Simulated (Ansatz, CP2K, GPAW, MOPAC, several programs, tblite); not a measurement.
# GaSe (P6_3/mmc) from semi-empirical methods to plane-wave DFT

GaSe (started from an entry of an open crystallographic database), relaxed with r2SCAN+rVV10 in Ansatz, was computed with several methods. Space group P6_3/mmc (No. 194), hexagonal; conventional cell a = 3.754 Å, c = 16.114 Å, 24.58 Å³ an atom. Ga is surrounded by 1 Ga at 2.43 Å and 3 Se at 2.46 Å; Se is surrounded by 3 Ga at 2.46 Å. No spin polarisation and no zero-point or thermal motion.

Space group P6_3/mmc (No. 194). a = 3.754 Å, b = 3.754 Å, c = 16.114 Å, α = 90.00°, β = 90.00°, γ = 120.00°
```csv
atom,site,symmetry,x,y,z
Ga,4f,3m.,0.3333,0.6667,0.1745
Se,4f,3m.,0.3333,0.6667,0.6027
```

Gaps and times are for a single point on this cell; volume and bulk modulus come from each method's own relaxation or energy curve at fixed shape, which is too stiff where a cell has free coordinates or axes. Times are rough, from shared hosts (Arm Neoverse V2), and each method has its own mesh and cell size. A double dagger marks a value from a curve with shape and coordinates held. PM7 (MOPAC) and PM6 (MOPAC): levels, charges or heat of formation failed a check of plausibility, so no values are given. A star marks a curve whose lowest point is an end point. PM6 (MOPAC), PM7 (MOPAC), GFN1-xTB (tblite), GFN2-xTB (tblite) treat a cluster of cells at its zone centre, which samples few k points: where these miss a band edge, the gap comes out too large for that reason alone. Gaps from k meshes are read at a limited set of points (mesh, symmetry points, PBE's band edges), so each method's own least gap may be somewhat smaller. xTB and the PM methods were fitted mostly to molecules, and can miss a solid's gap by electronvolts. Minimal bases can be far off for gaps. Curves at held shape can't give the bulk modulus of a layered or molecular crystal, so none is listed. GLLB-SC's gap includes the derivative discontinuity. d marks a direct gap, i an indirect one (no mark: not told apart), a dash a value that wasn't computed or didn't pass its checks.

| method | kind | gap (eV) | own volume (Å³/atom) | bulk modulus (GPa) | atoms computed | processor time |
| --- | --- | --- | --- | --- | --- | --- |
| PM7 (MOPAC) | semi-empirical | – | – | – | 72 | 3.2 s |
| PM6 (MOPAC) | semi-empirical | – | – | – | 72 | 3.6 s |
| light PBE (260 eV and a coarse mesh) | light plane-wave | 0.96 d | – | – | 8 | 3.7 s |
| GFN1-xTB (tblite) | tight binding | 0.48 | 27.00*‡ | – | 72 | 4.8 s |
| GFN2-xTB (tblite) | tight binding | 2.59 | – | – | 72 | 5.8 s |
| PBE/SZV (CP2K) | small basis | 1.03 d | – | – | 8 | 17 s |
| PBE | semilocal | 0.99 d | – | – | 8 | 24 s |
| PBE/DZVP (CP2K) | small basis | 0.95 d | 26.19‡ | – | 8 | 46 s |
| r2SCAN | semilocal | 1.50 d | – | – | 8 | 49 s |
| GLLB-SC (GPAW) | model potential | 1.78 | – | – | 8 | 92 s |

Against r2SCAN (1.50 eV) and with closed or daggered gaps left aside, the nearest gap at the points sampled is that of GLLB-SC (GPAW) (+0.28 eV) and the farthest that of GFN2-xTB (tblite) (+1.09 eV). r2SCAN is only a yardstick of convenience: semilocal gaps usually lie below measured ones, which GLLB-SC and hybrids aim to mend.

Spin-orbit coupling is left out.
